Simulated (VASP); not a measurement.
A run of VASP 6.6.1:

File INCAR:

```
SYSTEM = Sb
ALGO     = Normal         ! electronic algorithm
EDIFF    = 1E-7           ! SCF threshold, eV
ENCUT    = 520            ! plane-wave cutoff, eV
ISIF     = 2              ! what is computed and relaxed
ISMEAR   = -1             ! smearing method
LASPH    = .True.         ! aspherical terms in the spheres
LCHARG   = .False.        ! write CHGCAR
LREAL    = .False.        ! projectors in reciprocal space
LWAVE    = .False.        ! write WAVECAR
NBANDS   = 8              ! bands
NELM     = 60             ! most SCF steps
PREC     = Accurate       ! precision mode
SIGMA    = 0.05           ! smearing width, eV
```

The input KPOINTS:

```
k-points
0
Gamma
  12 12 12
  0 0 0
```

The input POSCAR:

```
Sb
1.0
    0.0000000000      2.3455177608      2.3455177608
    2.3455177608      0.0000000000      2.3455177608
    2.3455177608      2.3455177608      0.0000000000
Sb
1
Direct
    0.0000000000      0.0000000000      0.0000000000
```

Potentials or basis: VASP PAW LDA potentials, release 64 (Sb).

Run with:

```console
$ cat potpaw_LDA.64/Sb/POTCAR > POTCAR
$ mpirun -np 1 vasp_std > vasp.out
```

Hardware: 1 thread of Intel(R) Xeon(R) Platinum 8488C (Sapphire Rapids), with other jobs on the host.

Q: How long does it take, and how much memory?

A: Wall time 19 s on 1 thread of Intel(R) Xeon(R) Platinum 8488C (Sapphire Rapids), with other jobs on the host, peak memory 0.14 GiB. Counts: scf iterations 11, k points 72.
